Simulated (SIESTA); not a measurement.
The system is Ge.

```
Ge
1.0
     0.00000    2.82891    2.82891
     2.82891    0.00000    2.82891
     2.82891    2.82891    0.00000
Ge
2
Direct
  0.75000 0.75000 0.75000
  0.50000 0.50000 0.50000
```

Program: SIESTA 5.4.2. Alike in all runs: task band structure; no spin polarisation; cell as given; k mesh 8 × 8 × 8; smearing fermi-dirac 0.05 eV; grid cutoff 800 Ry.

**Question.** Order these runs on this cell by their pressure, lowest first.
A. level LDA; potentials or basis PseudoDojo 0.4 standard (LDA files), DZP (energy shift 0.003 Ry; two zetas on semicore shells); energy shift 0.003 Ry
B. level vdW-DF-cx; potentials or basis PseudoDojo 0.4 standard (PBE files), DZP (energy shift 0.003 Ry; two zetas on semicore shells); energy shift 0.003 Ry
C. level PBEJsJrLO; potentials or basis PseudoDojo 0.4 standard (PBE files), DZP (energy shift 0.002 Ry); energy shift 0.002 Ry
D. level PBE; potentials or basis PseudoDojo 0.4 standard (PBE files), TZDP (energy shift 0.002 Ry); energy shift 0.002 Ry
E. level PBEsol; potentials or basis PseudoDojo 0.4 standard (PBEsol files), DZP (energy shift 0.003 Ry; two zetas on semicore shells); energy shift 0.003 Ry

**Answer.** A (-0.4 GPa), E (1.8 GPa), B (3.3 GPa), C (5.5 GPa), D (7.3 GPa).

Caveats: the basis of atomic orbitals isn't converged, which shifts pressures, moduli and gaps; semicore shells carry a single zeta, which can move pressures by several GPa and volumes by a few percent (some runs); the potentials were made for another functional, which shifts forces and pressure (some runs).

Not every run made on this cell is shown here.
